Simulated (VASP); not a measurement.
# Sn (I4_1/amd) in VASP: settings compared

The runs below take Sn through phonons, with PBE, r2SCAN.

Program: VASP 6.6.1. These are calculated values, not measurements. Logs are shortened: lines on timing, memory, paths and dates and some standing lists are left out, and cuts for length are marked.

## (1) The structure

Symmetry: I4_1/amd, No. 141, tetragonal system. The conventional cell has a = 5.929 Å, b = 5.929 Å, c = 3.229 Å, α = 90.00°, β = 90.00°, γ = 90.00°. Sn (site symmetry -4m2) is surrounded by 6 Sn at 3.07 to 3.23 Å.

## (2) Phonons, PBE

Contents of POSCAR:

```
Sn
1.0
   -2.9646988984      2.9646988984      1.6144270098
    2.9646988984     -2.9646988984      1.6144270098
    2.9646988984      2.9646988984     -1.6144270098
  Sn
     2
Direct
     0.0000000000000000    0.0000000000000000    0.0000000000000000
     0.7500000000000000    0.2500000000000000    0.5000000000000000
```

Contents of INCAR.step1:

```
SYSTEM = Sn
  PREC = Accurate
  ENCUT = 600
  EDIFF = 1E-8
  ISMEAR = 0
  SIGMA = 0.03
  LREAL = .False.
  LASPH = .True.
  NELM = 80
  ALGO = Normal
  ISIF = 3
  LWAVE = .False.
  LCHARG = .False.
  GGA = PE
  IBRION = 2
  NSW = 40
  EDIFFG = -0.002
```

Contents of INCAR.step2:

```
SYSTEM = Sn
  PREC = Accurate
  ENCUT = 600
  EDIFF = 1E-8
  ISMEAR = 0
  SIGMA = 0.03
  LREAL = .False.
  LASPH = .True.
  NELM = 80
  ALGO = Normal
  ISIF = 2
  LWAVE = .False.
  LCHARG = .False.
  GGA = PE
  IBRION = 6
  NFREE = 2
  POTIM = 0.015
  NSW = 1
```

Contents of KPOINTS:

```
regular mesh
0
Gamma
  12 12 12
  0 0 0
```

Potentials or basis: VASP PAW PBE potentials, release 64 (Sn_d).

Launch:

```console
> cat potpaw_PBE.64/Sn_d/POTCAR > POTCAR
> cp INCAR.step1 INCAR
> mpirun -np 1 vasp_std > vasp.out
> cp CONTCAR POSCAR
> cp INCAR.step2 INCAR
> mpirun -np 1 vasp_std > vasp.out
```

OUTCAR:

```text
SYSTEM = Sn
   PREC = Accurate
   ENCUT = 600
   EDIFF = 1E-8
   ISMEAR = 0
   LREAL = .False.
   LASPH = .True.
   NELM = 80
   ISIF = 2
   GGA = PE
   IBRION = 6
   NFREE = 2
   POTIM = 0.015
   NSW = 1

 ion  position               nearest neighbor table
   1  0.000  0.000  0.000-   2 3.07   2 3.07   2 3.07   2 3.07
   2  0.750  0.250  0.500-   1 3.07   1 3.07   1 3.07   1 3.07

  LATTYP: Found a body centered tetragonal cell.
 ALAT       =     5.9291835326
 C/A-ratio  =     0.5446722196

  Lattice vectors:

 A1 = (  -2.9645917663,   2.9645917663,   1.6147307776)
 A2 = (   2.9645917663,  -2.9645917663,   1.6147307776)
 A3 = (   2.9645917663,   2.9645917663,  -1.6147307776)

Analysis of symmetry for initial positions (statically):
=====================================================================
 Subroutine PRICEL returns:
 Original cell was already a primitive cell.

 Routine SETGRP: Setting up the symmetry group for a
 body centered tetragonal supercell.

 Subroutine GETGRP returns: Found 16 space group operations
 (whereof  8 operations were pure point group operations)
 out of a pool of 16 trial point group operations.

The static configuration has the point symmetry D_2d.
 The point group associated with its full space group is D_4h.

Analysis of symmetry for dynamics (positions and initial velocities):
=====================================================================
 Subroutine PRICEL returns:
 Original cell was already a primitive cell.

 Routine SETGRP: Setting up the symmetry group for a
 body centered tetragonal supercell.

 Subroutine GETGRP returns: Found 16 space group operations
 (whereof  8 operations were pure point group operations)
 out of a pool of 16 trial point group operations.

The dynamic configuration has the point symmetry D_2d.
 The point group associated with its full space group is D_4h.

 Subroutine INISYM returns: Found 16 space group operations
[... 152 lines left out ...]
  Direction    XX          YY          ZZ          XY          YZ          ZX
  --------------------------------------------------------------------------------------
  -------------------------------------------------------------------------------------
  Total       -0.0015211     -0.0015211      0.0023706      0.0000000      0.0000000      0.0000000
  in kB       -0.0429326     -0.0429326      0.0669091      0.0000000      0.0000000      0.0000000
  external PRESSURE =      -0.0063187 kB  Pullay stress =       0.0000000 kB
[... 131 lines left out ...]
--------------------------------------- Ionic step        5  -------------------------------------------

 number of electron      27.9999991 magnetization

 Free energy of the ion-electron system (eV)
  ---------------------------------------------------
  ext. energy  EPLUGINS =         0.00000000
  ---------------------------------------------------
  free energy    TOTEN  =        -7.61229966 eV

  energy without entropy =       -7.61183223  energy(sigma->0) =       -7.61206594

 E-fermi :   7.4308     XC(G=0): -10.0956

 val. band max:        7.4285920615   @ k =  -0.6667  -0.0833   0.3333
 cond. band min:       7.4351367101   @ k =   0.4167   0.0833   0.0833
 fundamental gap:      0.0065446486
 Fermi energy:         7.4307720004

 k-point     1 :       0.0000    0.0000    0.0000
  band No.  band energies     occupation
      1     -14.1651      2.00000
      2     -14.0946      2.00000
      3     -14.0522      2.00000
      4     -14.0450      2.00000
      5     -13.9185      2.00000
      6     -13.9134      2.00000
[... 481 lines left out ...]
      5     -13.9570      2.00000
      6     -13.9354      2.00000
[... 10 lines left out ...]
     17      10.3344      0.00000
     18      12.6496      0.00000

 [... further k-points ...]
[... 5 lines left out ...]
  --------------------------------------------------------------------------------------
  -------------------------------------------------------------------------------------
  Total        0.0436843     -0.0475878      0.0044590      0.0000000      0.0000000      0.0000000
  in kB        1.2329512     -1.3431238      0.1258514      0.0000000      0.0000000      0.0000000
  external PRESSURE =       0.0052263 kB  Pullay stress =       0.0000000 kB
[... 17 lines left out ...]
  FREE ENERGIE OF THE ION-ELECTRON SYSTEM (eV)
  ---------------------------------------------------
  free  energy   TOTEN  =        -7.6122996585 eV

  energy  without entropy=       -7.6118322300  energy(sigma->0) =       -7.61206594

 INTERNAL STRAIN TENSORS FROM DISPLACED ATOMS
 ============================================

 INTERNAL STRAIN TENSOR FOR ION    1 for displacements in x,y,z  (eV/Angst):
          X           Y           Z          XY          YZ          ZX
  --------------------------------------------------------------------------------
  x     0.00000     0.00000     0.00000     0.00000     0.00000    -2.20313
  y     0.00000     0.00000     0.00000     0.00000     2.20314     0.00000
  z    -3.04290     3.04290     0.00000     0.00000     0.00000     0.00000

 INTERNAL STRAIN TENSOR FOR ION    2 for displacements in x,y,z  (eV/Angst):
          X           Y           Z          XY          YZ          ZX
  --------------------------------------------------------------------------------
  x     0.00000     0.00000     0.00000     0.00000     0.00000     2.20313
  y     0.00000     0.00000     0.00000     0.00000    -2.20314     0.00000
  z     3.04290    -3.04290     0.00000     0.00000     0.00000     0.00000

 Eigenvectors and eigenvalues of the dynamical matrix
 ----------------------------------------------------

   1 f  =    3.577339 THz    22.477087 2PiTHz  119.327200 cm-1    14.794681 meV
             X         Y         Z           dx          dy          dz
      0.000000  0.000000  0.000000     0.707107    0.000000    0.000000
      0.000000  2.964592  0.807365    -0.707107    0.000000    0.000000
[... 16 lines left out ...]
   5 f  =    0.000000 THz     0.000000 2PiTHz    0.000000 cm-1     0.000000 meV
             X         Y         Z           dx          dy          dz
      0.000000  0.000000  0.000000    -0.020009    0.135927   -0.693631
      0.000000  2.964592  0.807365    -0.020009    0.135927   -0.693631

   6 f/i=    0.000000 THz     0.000001 2PiTHz    0.000003 cm-1     0.000000 meV
             X         Y         Z           dx          dy          dz
      0.000000  0.000000  0.000000    -0.701380   -0.089775    0.002640
      0.000000  2.964592  0.807365    -0.701380   -0.089775    0.002640

 ELASTIC MODULI CONTR FROM IONIC RELAXATION (kBar)
 Direction    XX          YY          ZZ          XY          YZ          ZX
 --------------------------------------------------------------------------------
 XX        -996.3115    996.3115      0.0000      0.0000      0.0000      0.0000
 YY         996.3115   -996.3115      0.0000      0.0000      0.0000      0.0000
 ZZ           0.0000      0.0000      0.0000      0.0000      0.0000      0.0000
 XY           0.0000      0.0000      0.0000      0.0000      0.0000      0.0000
 YZ           0.0000      0.0000      0.0000      0.0000    -44.0785      0.0000
 ZX           0.0000      0.0000      0.0000      0.0000      0.0000    -44.0784
 --------------------------------------------------------------------------------
```

Run time: 13 min. Hardware: 1 thread of Intel Xeon Platinum 8488C (Sapphire Rapids), shared host; peak memory 0.84 GiB.

Results:

```
Highest phonon frequency at Γ : 119 cm⁻¹
```

Phonon frequencies in cm⁻¹ (negative: imaginary):
```tsv
q point	frequencies
(0.000, 0.000, 0.000)	0 0 0 35 119 119
```

## (3) Phonons, PBE

This run uses another cell than the first one, of 24.27 Å³/atom, 0.855 times its volume.

Contents of POSCAR:

```
Sn
1.0
   -2.8271075445      2.8271075445      1.5185226766
    2.8271075445     -2.8271075445      1.5185226766
    2.8271075445      2.8271075445     -1.5185226766
  Sn
     2
Direct
     0.0000000000000000    0.0000000000000000    0.0000000000000000
     0.7500000000000000    0.2500000000000000    0.5000000000000000
```

Contents of INCAR.step1:

```
ALGO = Normal
EDIFF = 1E-8
EDIFFG = -0.002
ENCUT = 600
GGA = PE
IBRION = 2
ISIF = 3
ISMEAR = 0
LASPH = True
LCHARG = False
LREAL = False
LWAVE = False
NELM = 80
NSW = 40
PREC = Accurate
PSTRESS = 109.0
SIGMA = 0.03
```

Contents of INCAR.step2:

```
ALGO = Normal
EDIFF = 1E-8
ENCUT = 600
GGA = PE
IBRION = 6
ISIF = 2
ISMEAR = 0
LASPH = True
LCHARG = False
LREAL = False
LWAVE = False
NELM = 80
NFREE = 2
NSW = 1
POTIM = 0.015
PREC = Accurate
PSTRESS = 109.0
SIGMA = 0.03
```

Contents of KPOINTS:

```
k-points
0
Gamma
  12 12 12
```

Potentials or basis: VASP PAW PBE potentials, release 64 (Sn_d).

Launch:

```console
> cat potpaw_PBE.64/Sn_d/POTCAR > POTCAR
> cp INCAR.step1 INCAR
> mpirun -np 1 vasp_std > vasp.out
> cp CONTCAR POSCAR
> cp INCAR.step2 INCAR
> mpirun -np 1 vasp_std > vasp.out
```

OUTCAR:

```text
EDIFF = 1E-8
   ENCUT = 600
   GGA = PE
   IBRION = 6
   ISIF = 2
   ISMEAR = 0
   LASPH = True
   LREAL = False
   NELM = 80
   NFREE = 2
   NSW = 1
   POTIM = 0.015
   PREC = Accurate
   PSTRESS = 109.0

 ion  position               nearest neighbor table
   1  0.000  0.000  0.000-   2 2.93   2 2.93   2 2.93   2 2.93   2 3.63   2 3.63   2 3.63   2 3.63

   2  0.750  0.250  0.500-   1 2.93   1 2.93   1 2.93   1 2.93   1 3.63   1 3.63   1 3.63   1 3.63

  LATTYP: Found a body centered tetragonal cell.
 ALAT       =     5.6542150890
 C/A-ratio  =     0.5371294345

  Lattice vectors:

 A1 = (  -2.8271075445,   2.8271075445,   1.5185226766)
 A2 = (   2.8271075445,  -2.8271075445,   1.5185226766)
 A3 = (   2.8271075445,   2.8271075445,  -1.5185226766)

Analysis of symmetry for initial positions (statically):
[... 861 lines left out ...]
  in kB      111.1415404    106.9739298    109.0113333      0.0000000      0.0000000      0.0000000
  external PRESSURE =       0.0422678 kB  Pullay stress =     109.0000000 kB
[... 21 lines left out ...]
  energy  without entropy=       -7.3718894473  energy(sigma->0) =       -7.37208844

  enthalpy is  TOTEN    =        -4.0694906889 eV   P V=        3.3027967440

 INTERNAL STRAIN TENSORS FROM DISPLACED ATOMS
 ============================================

 INTERNAL STRAIN TENSOR FOR ION    1 for displacements in x,y,z  (eV/Angst):
          X           Y           Z          XY          YZ          ZX
  --------------------------------------------------------------------------------
  x     0.00000     0.00000     0.00000     0.00000     0.00000    -2.56185
  y     0.00000     0.00000     0.00000     0.00000     2.56185     0.00000
  z    -4.20872     4.20872     0.00000     0.00000     0.00000     0.00000

 INTERNAL STRAIN TENSOR FOR ION    2 for displacements in x,y,z  (eV/Angst):
          X           Y           Z          XY          YZ          ZX
  --------------------------------------------------------------------------------
  x     0.00000     0.00000     0.00000     0.00000     0.00000     2.56185
  y     0.00000     0.00000     0.00000     0.00000    -2.56185     0.00000
  z     4.20872    -4.20872     0.00000     0.00000     0.00000     0.00000

 Eigenvectors and eigenvalues of the dynamical matrix
 ----------------------------------------------------

   1 f  =    5.054772 THz    31.760070 2PiTHz  168.609051 cm-1    20.904849 meV
             X         Y         Z           dx          dy          dz
      0.000000  0.000000  0.000000     0.000000   -0.707107    0.000000
      0.000000  2.827108  0.759261     0.000000    0.707107    0.000000
[... 16 lines left out ...]
   5 f  =    0.000000 THz     0.000000 2PiTHz    0.000000 cm-1     0.000000 meV
             X         Y         Z           dx          dy          dz
      0.000000  0.000000  0.000000     0.000000    0.707107    0.000000
      0.000000  2.827108  0.759261     0.000000    0.707107    0.000000

   6 f/i=    0.000000 THz     0.000000 2PiTHz    0.000000 cm-1     0.000000 meV
             X         Y         Z           dx          dy          dz
      0.000000  0.000000  0.000000     0.000000    0.000000    0.707107
      0.000000  2.827108  0.759261     0.000000    0.000000    0.707107

 ELASTIC MODULI CONTR FROM IONIC RELAXATION (kBar)
 Direction    XX          YY          ZZ          XY          YZ          ZX
 --------------------------------------------------------------------------------
 XX       -1208.1546   1208.1546      0.0000      0.0000      0.0000      0.0000
 YY        1208.1546  -1208.1546      0.0000      0.0000      0.0000      0.0000
 ZZ           0.0000      0.0000      0.0000      0.0000      0.0000      0.0000
 XY           0.0000      0.0000      0.0000      0.0000      0.0000      0.0000
 YZ           0.0000      0.0000      0.0000      0.0000    -34.9054      0.0000
 ZX           0.0000      0.0000      0.0000      0.0000      0.0000    -34.9054
 --------------------------------------------------------------------------------
```

It took 9.9 min on 1 thread of Intel Xeon 6975P-C (Granite Rapids), shared host; peak memory 0.73 GiB.

What came out:

* Highest phonon frequency at Γ: 169 cm⁻¹

Phonon frequencies in cm⁻¹ (negative: imaginary):
| q point | frequencies |
| --- | --- |
| (0.000, 0.000, 0.000) | 0 0 0 47 169 169 |

## (4) Phonons, r2SCAN

This run uses another cell than the first one, of 27.57 Å³/atom, 0.971 times its volume.

Contents of POSCAR:

```
Sn
1.0
   -2.9398192519      2.9398192519      1.5948449206
    2.9398192519     -2.9398192519      1.5948449206
    2.9398192519      2.9398192519     -1.5948449206
  Sn
     2
Direct
     0.0000000000000000    0.0000000000000000    0.0000000000000000
     0.7500000000000000    0.2500000000000000    0.5000000000000000
```

Contents of INCAR.step1:

```
  ALGO = Normal
  EDIFF = 1E-8
  EDIFFG = -0.002
  ENCUT = 600
  IBRION = 2
  ISIF = 3
  ISMEAR = 0
  LASPH = T
  LCHARG = F
  LMIXTAU = T
  LREAL = F
  LWAVE = F
  METAGGA = R2SCAN
  NELM = 80
  NSW = 40
  PREC = Accurate
  SIGMA = 0.03
```

Contents of INCAR.step2:

```
  ALGO = Normal
  EDIFF = 1E-8
  ENCUT = 600
  IBRION = 6
  ISIF = 2
  ISMEAR = 0
  LASPH = T
  LCHARG = F
  LMIXTAU = T
  LREAL = F
  LWAVE = F
  METAGGA = R2SCAN
  NELM = 80
  NFREE = 2
  NSW = 1
  POTIM = 0.015
  PREC = Accurate
  SIGMA = 0.03
```

KPOINTS is that of step 3.

Potentials or basis: VASP PAW PBE potentials, release 64 (Sn_d).

Launch:

```console
> cat potpaw_PBE.64/Sn_d/POTCAR > POTCAR
> cp INCAR.step1 INCAR
> mpirun -np 1 vasp_std > vasp.out
> cp CONTCAR POSCAR
> cp INCAR.step2 INCAR
> mpirun -np 1 vasp_std > vasp.out
```

OUTCAR:

```text
EDIFF = 1E-8
   ENCUT = 600
   IBRION = 6
   ISIF = 2
   ISMEAR = 0
   LASPH = T
   LREAL = F
   METAGGA = R2SCAN
   NELM = 80
   NFREE = 2
   NSW = 1
   POTIM = 0.015
   PREC = Accurate

 ion  position               nearest neighbor table
   1  0.000  0.000  0.000-   2 3.05   2 3.05   2 3.05   2 3.05
   2  0.750  0.250  0.500-   1 3.05   1 3.05   1 3.05   1 3.05

  LATTYP: Found a body centered tetragonal cell.
 ALAT       =     5.8783383088
 C/A-ratio  =     0.5425844102

[... 895 lines left out ...]
          X           Y           Z          XY          YZ          ZX
  --------------------------------------------------------------------------------
  x     0.00000     0.00000     0.00000     0.00000     0.00000     1.73284
  y     0.00000     0.00000     0.00000     0.00000    -1.73283     0.00000
  z     3.20082    -3.20082     0.00000     0.00000     0.00000     0.00000

 Eigenvectors and eigenvalues of the dynamical matrix
 ----------------------------------------------------

   1 f  =    3.730819 THz    23.441430 2PiTHz  124.446739 cm-1    15.429422 meV
             X         Y         Z           dx          dy          dz
      0.000000  0.000000  0.000000    -0.619573    0.340778    0.000000
     -0.000000  2.939169  0.797374     0.619573   -0.340778    0.000000
[... 16 lines left out ...]
   5 f  =    0.000000 THz     0.000000 2PiTHz    0.000001 cm-1     0.000000 meV
             X         Y         Z           dx          dy          dz
      0.000000  0.000000  0.000000    -0.278017   -0.628233    0.167421
     -0.000000  2.939169  0.797374    -0.278017   -0.628233    0.167421

   6 f/i=    0.000000 THz     0.000000 2PiTHz    0.000001 cm-1     0.000000 meV
             X         Y         Z           dx          dy          dz
      0.000000  0.000000  0.000000    -0.002336   -0.181119   -0.683513
     -0.000000  2.939169  0.797374    -0.002336   -0.181119   -0.683513

 ELASTIC MODULI CONTR FROM IONIC RELAXATION (kBar)
 Direction    XX          YY          ZZ          XY          YZ          ZX
 --------------------------------------------------------------------------------
 XX        -793.4164    793.4164      0.0000      0.0000      0.0000      0.0000
 YY         793.4164   -793.4164      0.0000      0.0000      0.0000      0.0000
 ZZ           0.0000      0.0000      0.0000      0.0000      0.0000      0.0000
 XY           0.0000      0.0000      0.0000      0.0000      0.0000      0.0000
 YZ           0.0000      0.0000      0.0000      0.0000    -25.8261     -0.0000
 ZX           0.0000      0.0000      0.0000      0.0000     -0.0000    -25.8264
 --------------------------------------------------------------------------------
```

OUTCAR.step1:

```text
EDIFF = 1E-8
   EDIFFG = -0.002
   ENCUT = 600
   IBRION = 2
   ISIF = 3
   ISMEAR = 0
   LASPH = T
   LREAL = F
   METAGGA = R2SCAN
[... 777 lines left out ...]
     -2.93917      2.93917      1.59475        -0.000000     -0.000000     -0.000000
     -0.00000      2.93917      0.79737         0.000000      0.000000      0.000000
 -----------------------------------------------------------------------------------
    total drift:                               -0.000000      0.000000      0.000000

  FREE ENERGIE OF THE ION-ELECTRON SYSTEM (eV)
  ---------------------------------------------------
  free  energy   TOTEN  =       -49.2488821511 eV

  energy  without entropy=      -49.2484627094  energy(sigma->0) =      -49.24867243

 reached required accuracy - stopping structural energy minimisation
```

OSZICAR.step1:

```text
N       E                     dE             d eps       ncg     rms          rms(c)
DAV:   1     0.170650617585E+03    0.17065E+03   -0.16585E+04  5870   0.270E+03
DAV:   2    -0.337594591360E+02   -0.20441E+03   -0.20203E+03  5880   0.485E+02
DAV:   3    -0.527997909572E+02   -0.19040E+02   -0.18852E+02  6692   0.150E+02
[... 33 lines left out ...]
DAV:  10    -0.492488822154E+02   -0.33288E-06   -0.15461E-09  3006   0.562E-04    0.217E-05
DAV:  11    -0.492488821495E+02    0.65971E-07   -0.32521E-10  2976   0.244E-04    0.847E-06
DAV:  12    -0.492488822115E+02   -0.62009E-07   -0.13064E-10  2970   0.151E-04    0.909E-06
DAV:  13    -0.492488821475E+02    0.64003E-07   -0.68672E-11  2968   0.129E-04    0.208E-06
DAV:  14    -0.492488821511E+02   -0.35852E-08   -0.18935E-11  2970   0.634E-05
   2 F= -.49248882E+02 E0= -.49248672E+02  d E =-.157299E-05
```

It took 79 min on 1 thread of Intel Xeon Platinum 8488C (Sapphire Rapids), shared host; peak memory 0.83 GiB.

What came out:

```yaml
Relaxed_volume: 27.55 Å³/atom
Relaxed_cell: a = 4.452 Å, b = 4.452 Å, c = 4.452 Å, α = 97.37°, β = 97.37°, γ = 138.02°
Space_group_after_relaxing_to_0.05_Å: I4_1/amd (No. 141)
Highest_phonon_frequency_at_Γ: 124 cm⁻¹
```

Final structure:
```cif
data_structure
_symmetry_space_group_name_H-M 'P 1'
_symmetry_Int_Tables_number 1
_cell_length_a 4.4520
_cell_length_b 4.4520
_cell_length_c 4.4520
_cell_angle_alpha 97.372
_cell_angle_beta 97.372
_cell_angle_gamma 138.020
_cell_volume 55.11
loop_
_atom_site_label
_atom_site_type_symbol
_atom_site_fract_x
_atom_site_fract_y
_atom_site_fract_z
_atom_site_occupancy
Sn1 Sn 0.00000 0.00000 0.00000 1
Sn2 Sn 0.75000 0.25000 0.50000 1
```

Phonon frequencies in cm⁻¹ (negative: imaginary):
| q point | frequencies |
| --- | --- |
| (0.000, 0.000, 0.000) | 0 0 0 41 124 124 |

Caveat: the PAW data sets were made with another functional, which shifts forces and pressure a little.
